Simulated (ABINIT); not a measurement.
A calculation with ABINIT 10.8.3 (patched build) of SiC (ASE script, structure typed inline):

run.py

```python
import json, os
import numpy as np
from ase.units import GPa
from ase.calculators.abinit import Abinit, AbinitProfile
from ase import Atoms

atoms = Atoms(['Si', 'C'],
              cell=[[0.0, 2.174, 2.174], [2.174, 0.0, 2.174], [2.174, 2.174, 0.0]],
              scaled_positions=[[0.9887039, 0.02606966, 0.01915952], [0.7612961, 0.72393034, 0.73084048]],
              pbc=True)

profile = AbinitProfile(command='abinit', pp_paths=[os.path.abspath('pseudos')])
params = dict(
    pps='pawxml', xc='PBE',
    chksymtnons=0,
    tolsym=1e-06,
    ecut=517.0163,
    pawecutdg=1034.0327,
    pawxcdev=0,
    kptopt=1,
    ngkpt=[11, 11, 11],
    nshiftk=1,
    shiftk=[0.0, 0.0, 0.0],
    ixc=11,
    nband=8,
    occopt=3,
    tsmear=0.05,
    nstep=100,
    tolvrs=1e-09,
    prtwf=0,
    prtden=0,
)

atoms.calc = Abinit(profile=profile, directory='run', **params)
energy = atoms.get_potential_energy()
forces = atoms.get_forces()
stress = atoms.get_stress()
print(f'energy {energy:.6f} eV')
print('forces (eV/A)')
print(np.round(forces, 5))
print('stress (GPa, Voigt, tension positive)', np.round(stress / GPa, 4))
json.dump(dict(energy=energy, forces=forces.tolist(), stress=stress.tolist(), cell=atoms.cell.tolist(), frac=atoms.get_scaled_positions(wrap=False).tolist()), open('results.json', 'w'))
```

Potentials or basis: JTH PAW PBE v2.0.

Command:

```sh
$ python run.py
```

Problem. Write the same calculation in another form: native input, structure typed inline.

Solution. As run:

Contents of run.abi:

```
# Pseudopotentials
pp_dirpath "./"
pseudos "Si.GGA_PBE-JTH.xml, C.GGA_PBE-JTH.xml"

# Structure
acell 3*1.0 Angstrom
rprim
     0.0000000000     2.1740000000     2.1740000000
     2.1740000000     0.0000000000     2.1740000000
     2.1740000000     2.1740000000     0.0000000000
ntypat 2
znucl 14 6
natom 2
typat 1 2
xred
     0.9887039000     0.0260696600     0.0191595200
     0.7612961000     0.7239303400     0.7308404800
chkprim 0
chksymtnons 0
tolsym 1.0e-6

# Plane-wave basis
ecut 19.0
pawecutdg 38.0
pawxcdev 0

# k points
kptopt 1
ngkpt 11 11 11
nshiftk 1
shiftk 0.0 0.0 0.0

# Exchange and correlation
ixc 11

# Bands and occupations
nband 8
occopt 3
tsmear 0.00183747

# SCF cycle
nstep 100
tolvrs 1.0e-9

# Output
iomode 3
prtwf 0
prtden 0
prteig 0
prtebands 0
enunit 2
```

Potentials or basis: JTH PAW PBE v2.0.

Command:

```console
$ abinit run.abi > log 2>&1
```

Both were run:

|  | ASE script, structure typed inline | native input, structure typed inline |
| --- | --- | --- |
| Pressure | 9.1 GPa | 9.1 GPa |
| Largest force | 3.642 eV/Å | 3.642 eV/Å |
| Band gap on the k mesh | 0.46 eV, indirect (least direct gap 4.14 eV) | 0.46 eV, indirect (least direct gap 4.14 eV) |

Keys that steer only the numerical path or the files written may differ.

Caveat: an odd mesh through Γ misses points on the zone boundary, where band edges often lie; forces of over 1 eV/Å show positions far from the minimum, so gaps and moduli don't describe the material at rest; the atomic spheres overlap.
